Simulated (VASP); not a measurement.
Wanted: the native input for a VASP 6.6.1 run.

```
Task                   : relaxation of cell and atoms
Functional             : r2SCAN
Potentials or basis    : VASP PAW PBE potentials, release 64 (Pb_d, S)
Cutoff                 : 600 eV
k mesh                 : 10 × 10 × 10
Occupations            : gaussian, width 0.02 eV
Spin                   : no spin polarisation
Further INCAR settings : ALGO = Normal; EDIFF = 1e-07; IBRION = 2; EDIFFG = -0.005; NSW = 90; ISIF = 3
```

The structure of PbS lies in POSCAR:

```
PbS
1.0
    0.0000000000      2.9880867000      2.9880867000
    2.9880867000      0.0000000000      2.9880867000
    2.9880867000      2.9880867000      0.0000000000
Pb S
1 1
Direct
    0.5000000000      0.5000000000      0.5000000000
    0.0000000000      0.0000000000      0.0000000000
```

The cell is a database's computed one.

The input as run:

INCAR

```
SYSTEM = PbS
PREC     = Accurate       ! precision mode
ENCUT    = 600            ! plane-wave cutoff, eV
EDIFF    = 1E-7           ! SCF threshold, eV
ISMEAR   = 0              ! smearing method
SIGMA    = 0.02           ! smearing width, eV
LREAL    = .FALSE.        ! projectors in reciprocal space
LASPH    = .TRUE.         ! aspherical terms in the spheres
NELM     = 100            ! most SCF steps
ALGO     = Normal         ! electronic algorithm
ISIF     = 3              ! what is computed and relaxed
LWAVE    = .FALSE.        ! write WAVECAR
LCHARG   = .FALSE.        ! write CHGCAR
METAGGA  = R2SCAN         ! meta-GGA
LMIXTAU  = .TRUE.       
IBRION   = 2              ! ionic algorithm
NSW      = 90             ! ionic steps
EDIFFG   = -0.005         ! ionic threshold
```

KPOINTS

```
regular mesh
0
G
  10 10 10
  0 0 0
```

Potentials or basis: VASP PAW PBE potentials, release 64 (Pb_d, S).

Run with:

```bash
$ cat potpaw_PBE.64/Pb_d/POTCAR potpaw_PBE.64/S/POTCAR > POTCAR
$ mpirun -np 1 vasp_std > vasp.out
```

It gave:

* Pressure after relaxing: 0.0 GPa
* Band gap on the k mesh: 0.71 eV, direct

Caveat: the relaxation stopped at its first step, so nothing moved; the PAW data sets were made with another functional, which shifts forces and pressure a little; spin-orbit coupling is left out, which as a rule narrows the gap of such compounds by several tenths of an eV.

Run time: 2.9 min on 1 thread of AMD EPYC 9R45 (Zen 5) (shared host), peak memory 0.2 GiB.
